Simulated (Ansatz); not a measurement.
TiC under changes of volume

One of the cells (10.158 Å³/atom); the others are scaled copies at fixed shape and fractional positions:

```xyz
2
Lattice="0.0000 2.1657 2.1657 2.1657 0.0000 2.1657 2.1657 2.1657 0.0000" Properties=species:S:1:pos:R:3 pbc="T T T"
Ti    0.0000    0.0000    0.0000
C     2.1657    2.1657    2.1657
```

The cell is a database's computed one.

```yaml
Program: Ansatz 0.2.0
Functional: PBEsol
Potentials_or_basis: Ansatz PAW
Cutoff: "420 eV (not typed: the program's choice for these potentials)"
k_mesh: 11 × 11 × 11
Occupations: fermi-dirac, width 0.05 eV
Spin: no spin polarisation
```

| volume (Å³/atom) | energy over the lowest point (meV/atom) | pressure (GPa) |
| --- | --- | --- |
| 9.548 | 10.33 | 10.2 |
| 9.752 | 1.41 | 4.0 |
| 9.955 | 0.00 | -1.7 |
| 10.158 | 5.37 | -6.7 |
| 10.361 | 16.79 | -11.3 |
| 10.564 | ? | ? |
| 10.767 | 55.68 | -19.1 |

Question: What does the run at 10.564 Å³/atom give?

Answer: Energy over the lowest point 33.76 meV/atom; pressure -15.4 GPa.

Worked out: A Birch-Murnaghan fit of order 3 (a polynomial in V^(-2/3)) to the other rows has its minimum at 9.89 Å³/atom with B0 = V·E''(V) = 267 GPa and B' = 3.9. It gives 33.75 meV/atom at 10.564 Å³/atom, against the run's 33.76, and -dE/dV = -15.4 GPa, against -15.4.

Energies are extrapolated to zero smearing.

Caveats: the PAW data sets come from PBE, with cores solved anew for the run's functional, which leaves a small shift of forces and pressure.
